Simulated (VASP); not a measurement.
# Hf (P6_3/mmc) in VASP: notebook, part 2 of 2

VASP 6.6.1. The steps go on from the part before.

### 5 Relaxation of cell and atoms, PBEsol

This run uses another cell than the first one, of 22.38 Å³/atom, 1.028 times its volume.

Contents of INCAR:

```
SYSTEM = Hf
PREC = Accurate
ENCUT = 600
EDIFF = 1E-6
ISMEAR = 1
SIGMA = 0.1
LREAL = .False.
LASPH = .True.
NELM = 80
ALGO = Normal
ISIF = 3
LWAVE = .False.
LCHARG = .False.
GGA = PS
IBRION = 2
NSW = 90
EDIFFG = -0.01
```

Contents of KPOINTS:

```
Automatic mesh
0
Gamma
  18 18 9
  0 0 0
```

Contents of POSCAR:

```
Hf
1.0
    3.1967000000      0.0000000000      0.0000000000
   -1.5983500000      2.7684234083      0.0000000000
    0.0000000000      0.0000000000      5.0578000000
Hf
2
Direct
    0.3333333333      0.6666666667      0.2500000000
    0.6666666667      0.3333333333      0.7500000000
```

Potentials or basis: VASP PAW PBE potentials, release 64 (Hf_pv).

Command:

```bash
cat potpaw_PBE.64/Hf_pv/POTCAR > POTCAR
mpirun -np 1 vasp_std > vasp.out
```

OUTCAR:

```text
SYSTEM = Hf
   PREC = Accurate
   ENCUT = 600
   EDIFF = 1E-6
   ISMEAR = 1
   LREAL = .False.
   LASPH = .True.
   NELM = 80
   ISIF = 3
   GGA = PS
   IBRION = 2
   NSW = 90
   EDIFFG = -0.01

 ion  position               nearest neighbor table
   1  0.333  0.667  0.250-   2 3.13   2 3.13   2 3.13   2 3.13   2 3.13   2 3.13
   2  0.667  0.333  0.750-   1 3.13   1 3.13   1 3.13   1 3.13   1 3.13   1 3.13

  LATTYP: Found a hexagonal cell.
 ALAT       =     3.1967000000
 C/A-ratio  =     1.5821941377

  Lattice vectors:

 A1 = (   3.1967000000,   0.0000000000,   0.0000000000)
 A2 = (  -1.5983500000,   2.7684234083,   0.0000000000)
 A3 = (   0.0000000000,   0.0000000000,   5.0578000000)

Analysis of symmetry for initial positions (statically):
=====================================================================
 Subroutine PRICEL returns:
 Original cell was already a primitive cell.

 Routine SETGRP: Setting up the symmetry group for a
 hexagonal supercell.

 Subroutine GETGRP returns: Found 24 space group operations
 (whereof 12 operations were pure point group operations)
 out of a pool of 24 trial point group operations.

The static configuration has the point symmetry D_3d.
 The point group associated with its full space group is D_6h.

Analysis of symmetry for dynamics (positions and initial velocities):
=====================================================================
 Subroutine PRICEL returns:
 Original cell was already a primitive cell.

 Routine SETGRP: Setting up the symmetry group for a
 hexagonal supercell.

 Subroutine GETGRP returns: Found 24 space group operations
 (whereof 12 operations were pure point group operations)
 out of a pool of 24 trial point group operations.

The dynamic configuration has the point symmetry D_3d.
 The point group associated with its full space group is D_6h.

 Subroutine INISYM returns: Found 24 space group operations
 (whereof 12 operations are pure point group operations),
 and found     1 'primitive' translations

----------------------------------------------------------------------------------------

                                     Primitive cell

  volume of cell :      44.7606

  direct lattice vectors                    reciprocal lattice vectors
     3.196700000  0.000000000  0.000000000     0.312822598  0.180608211  0.000000000
    -1.598350000  2.768423408  0.000000000     0.000000000  0.361216423  0.000000000
     0.000000000  0.000000000  5.057800000     0.000000000  0.000000000  0.197714421

  length of vectors
     3.196700000  3.196700000  5.057800000     0.361216423  0.361216423  0.197714421

  position of ions in fractional coordinates (direct lattice)
     0.333333333  0.666666667  0.250000000
     0.666666667  0.333333333  0.750000000

  ion indices of the primitive-cell ions
   primitive index   ion index
                 1           1
                 2           2

----------------------------------------------------------------------------------------

 KPOINTS: Automatic mesh

Automatic generation of k-mesh.
 Grid dimensions read from file:
 generate k-points for:   18   18    9

 Generating k-lattice:

[... 56 lines left out ...]
   LNONCOLLINEAR =      F non collinear calculations
   LSORBIT =      F    spin-orbit coupling
   LASPH  =      T    aspherical Exc in radial PAW
   ENCUT  =  600.0 eV  44.10 Ry    6.64 a.u.   6.38  6.38 10.10*2*pi/ulx,y,z
   NELM   =     80;   NELMIN=  2; NELMDL= -5     # of ELM steps
   EDIFF  = 0.1E-05   stopping-criterion for ELM
   LREAL  =      F    real-space projection
   EDIFFG = -.1E-01   stopping-criterion for IOM
   NSW    =     90    number of steps for IOM
   IBRION =      2    ionic relax: 0-MD 1-quasi-New 2-CG
   NFREE  =      1    steps in history (QN), initial steepest desc. (CG)
   ISIF   =      3    stress and relaxation
   ISYM   =      2    0-nonsym 1-usesym 2-fastsym
   POTIM  = 0.5000    time-step for ionic-motion
   TEBEG  =    0.0;   TEEND  =   0.0 temperature during run
   PSTRESS=    0.0 pullay stress
   NELECT =      20.0000    total number of electrons
   NUPDOWN=      -1.0000    fix difference up-down
   EMIN   =  10.00;   EMAX   =-10.00  energy-range for DOS
   EFERMI =   0.00;   METHOD = LEGACY
   ISMEAR =     1;   SIGMA  =   0.10  broadening in eV -4-tet -1-fermi 0-gaus
   EFERMI_NEDOS =   21; number of points for ismear=-14 and -15
   IALGO  =     38    algorithm
   IMIX   =      4    mixing-type and parameters
     AMIX     =   0.40;   BMIX     =  1.00
     AMIX_MAG =   1.60;   BMIX_MAG =  1.00
  volume/ion in A,a.u.               =      22.38       151.03
  Fermi-wavevector in a.u.,A,eV,Ry     =   1.251563  2.365112 21.312311  1.566411
  Thomas-Fermi vector in A             =   2.385505
   LORBIT       =      0    0 simple, 1 ext, 2 COOP (PROOUT), +10 PAW based schemes
   GGA     = PS    functional components
   LHFCALC =     F    Hartree Fock is set to
   AEXX    =    0.0000 exact exchange contribution
   IVDW    =     0    specifies the selected vdW correction
   LEPSILON=     F    determine dielectric tensor
   LRPA    =     F    only Hartree local field effects (RPA)
 conjugate gradient relaxation of ions
 non-spin polarized calculation
 Methfessel and Paxton  Order N= 1 SIGMA  =   0.10
  energy-cutoff  :      600.00
  volume of cell :       44.76
 maximum number of plane-waves:      1521
 NGX is ok and might be reduce to    28
   NGX = 13   NGY = 13   NGZ = 21

--------------------------------------- Ionic step        1  -------------------------------------------

 number of electron      20.0000001 magnetization

 Free energy of the ion-electron system (eV)
  ---------------------------------------------------
  ext. energy  EPLUGINS =         0.00000000
  ---------------------------------------------------
  free energy    TOTEN  =       -20.98542322 eV

  energy without entropy =      -20.98594902  energy(sigma->0) =      -20.98559849

------------------------ aborting loop because EDIFF is reached ----------------------------------------

  FORCE on cell =-STRESS in cart. coord.  units (eV):
  Direction    XX          YY          ZZ          XY          YZ          ZX
  --------------------------------------------------------------------------------------
  -------------------------------------------------------------------------------------
  Total       -1.1159306     -1.1159306     -1.2275622      0.0000000      0.0000000      0.0000000
  in kB      -39.9440152    -39.9440152    -43.9397962      0.0000000      0.0000000      0.0000000
  external PRESSURE =     -41.2759422 kB  Pullay stress =       0.0000000 kB
[... 59 lines left out ...]
--------------------------------------- Ionic step        3  -------------------------------------------

 number of electron      19.9999998 magnetization

 Free energy of the ion-electron system (eV)
  ---------------------------------------------------
  ext. energy  EPLUGINS =         0.00000000
  ---------------------------------------------------
  free energy    TOTEN  =       -21.00785589 eV

  energy without entropy =      -21.00838149  energy(sigma->0) =      -21.00803109

 E-fermi :   5.0270     XC(G=0): -11.5641

 val. band max:        5.0195807709   @ k =   0.0000   0.0000   0.3333
 cond. band min:       5.0311040355   @ k =   0.2222   0.2222   0.4444
 fundamental gap:      0.0115232645
 Fermi energy:         5.0270266369

 k-point     1 :       0.0000    0.0000    0.0000
  band No.  band energies     occupation
      1     -25.9898      2.00000
      2     -25.1426      2.00000
      3     -25.1426      2.00000
      4     -24.9977      2.00000
      5     -24.9968      2.00000
      6     -24.9968      2.00000
      7      -2.4947      2.00000
      8       1.1885      2.00000
      9       5.8389     -0.00000
     10       6.1920     -0.00000
     11       6.1920     -0.00000
     12       6.4991     -0.00000
     13       7.0580      0.00000
     14       7.0580      0.00000
[... 377 lines left out ...]
      1     -25.7530      2.00000
      2     -25.5914      2.00000
      3     -25.5727      2.00000
      4     -25.3747      2.00000
      5     -25.2487      2.00000
      6     -25.1447      2.00000
      7       1.6859      2.00000
      8       2.5171      2.00000
      9       2.7634      2.00000
     10       4.1186      2.00000
     11       5.5927     -0.00000
     12       5.9558     -0.00000
     13       6.6944     -0.00000
     14      10.3136      0.00000

 [... further k-points ...]

------------------------ aborting loop because EDIFF is reached ----------------------------------------

  FORCE on cell =-STRESS in cart. coord.  units (eV):
  Direction    XX          YY          ZZ          XY          YZ          ZX
  --------------------------------------------------------------------------------------
  -------------------------------------------------------------------------------------
  Total       -0.0077790     -0.0077790     -0.0173739      0.0000000     -0.0000000     -0.0000000
  in kB       -0.2892142     -0.2892142     -0.6459387      0.0000000     -0.0000000     -0.0000000
  external PRESSURE =      -0.4081223 kB  Pullay stress =       0.0000000 kB
[... 17 lines left out ...]
  FREE ENERGIE OF THE ION-ELECTRON SYSTEM (eV)
  ---------------------------------------------------
  free  energy   TOTEN  =       -21.0078558893 eV

  energy  without entropy=      -21.0083814869  energy(sigma->0) =      -21.00803109

 reached required accuracy - stopping structural energy minimisation
```

CONTCAR:

```text
Hf
   1.00000000000000
     3.1578181601153696    0.0000000000000000    0.0000000000000000
    -1.5789090800576848    2.7347507472132180   -0.0000000000000000
     0.0000000000000000    0.0000000000000000    4.9901273943196625
  Hf
     2
Direct
     0.3333333332999970    0.6666666667000030    0.2500000000000000
     0.6666666667000030    0.3333333332999970    0.7500000000000000

  0.00000000E+00  0.00000000E+00  0.00000000E+00
  0.00000000E+00  0.00000000E+00  0.00000000E+00
```

It took 1.7 min on 1 thread of Intel Xeon 6975P-C (Granite Rapids), shared host; peak memory 0.27 GiB.

What came out:

```yaml
Free_energy: -21.0079 eV
Relaxed_volume: 21.55 Å³/atom
Relaxed_cell: a = 3.158 Å, b = 3.158 Å, c = 4.990 Å, α = 90.00°, β = 90.00°, γ = 120.00°
Space_group_after_relaxing_to_0.05_Å: P6_3/mmc (No. 194)
Energy_gained_by_relaxing: 11.2 meV/atom
Ionic_steps: 3
Pressure_after_relaxing: 0.0 GPa
Band_gap_on_the_k_mesh: none (metal or under the smearing width)
```

The path:
```tsv
step	energy change (eV)	largest force (eV/Å)	pressure (GPa)	volume (Å³)
1	0.0000	0.0000	-4.13	44.76
2	0.0117	0.0000	5.79	41.13
3	-0.0224	0.0000	-0.04	43.09
```

Final structure:
```
Hf
1.0
     3.15782    0.00000    0.00000
    -1.57891    2.73475    0.00000
     0.00000    0.00000    4.99013
Hf
2
Direct
  0.33333 0.66667 0.25000
  0.66667 0.33333 0.75000
```

Caveat: the PAW data sets were made with another functional, which shifts forces and pressure a little. Spin-orbit coupling is left out, which matters for the levels of Hf.

### 6 Overview

```tsv
level	gap on the mesh (eV)	pressure (GPa)	relaxed volume (Å³/atom)
PBE+D3(BJ)	none	0.0	21.76
PBE	none	0.0	-
PBEsol	none	0.0	21.55
```

Alike in all rows: task relaxation of cell and atoms; potentials or basis VASP PAW PBE potentials, release 64 (Hf_pv); no spin polarisation; cell relaxed; k mesh 18 × 18 × 9; cutoff (eV) 600; smearing methfessel-paxton 0.1 eV.

Caveats: pairwise dispersion overbinds metals, which lowers pressure and volume (some runs); the relaxation stopped at its first step, so nothing moved (some runs); the PAW data sets were made with another functional, which shifts forces and pressure a little (some runs).

Total energies depend on the potentials used, so only differences within one code and one set of settings carry meaning.
